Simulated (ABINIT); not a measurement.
How far to go with the k-point mesh: NaBr (I4mm, 2 atoms in the cell)

```
CELL_PARAMETERS angstrom
      0.00000     2.97008     2.97008
      2.97008     0.00000     2.97008
      2.97008     2.97008     0.00000
ATOMIC_POSITIONS crystal
  Na 0.00842 0.00842 0.99158
  Br 0.50000 0.50000 0.50000
```

Computed with PBE, norm-conserving pseudopotentials (PseudoDojo nc-sr-05 PBE standard) (plane waves; ABINIT).

Base settings: pseudos = [Na.upf, Br.upf]; ecut = 88 Ry; ixc = 11; occopt = 3; tsmear = 0.00073499 Ha; ngkpt = 3 3 3; nshiftk = 1; shiftk = 0 0 0; potentials = PseudoDojo nc-sr-05 PBE standard; nband = 13.

Only quantities that move along the ladder and can be compared are tabulated.

The count of work is k-points × plane waves × bands × iterations; it is no time. 

The starting cell has typed, rounded lattice constants, without a prior relaxation at this level. Its lattice was rescaled by up to half a per cent. One atom was moved a little off its site on purpose.

```csv
ngkpt,free energy less the last step's (meV/atom),pressure (GPa),gap on the mesh (eV),count of work / last
2 2 2,174.86,3.42,4.123,0.0036
3 3 3,15.33,1.35,4.194,0.011
4 4 4,1.75,1.11,4.204,0.024
5 5 5,0.23,1.08,4.205,0.033
7 7 7,0.01,1.07,4.205,0.066
9 9 9,0.00,1.07,4.206,0.12
11 11 11,0.00,1.07,4.206,0.21
12 12 12,0.00,1.07,4.206,0.30
15 15 15,0.00,1.07,4.206,0.52
19 19 19,0.00,1.07,4.206,1.0
```

Coarsest ngkpt that holds the free energy within 5 meV/atom of the last step, with all finer ones: 4 4 4, at 0.024 of the last step's count of work; the step before is off by 15 meV/atom.

Coarsest ngkpt that holds the pressure within 1 GPa of the last step, with all finer ones: 3 3 3, at 0.011 of the last step's count of work; the step before is off by 2.3 GPa.
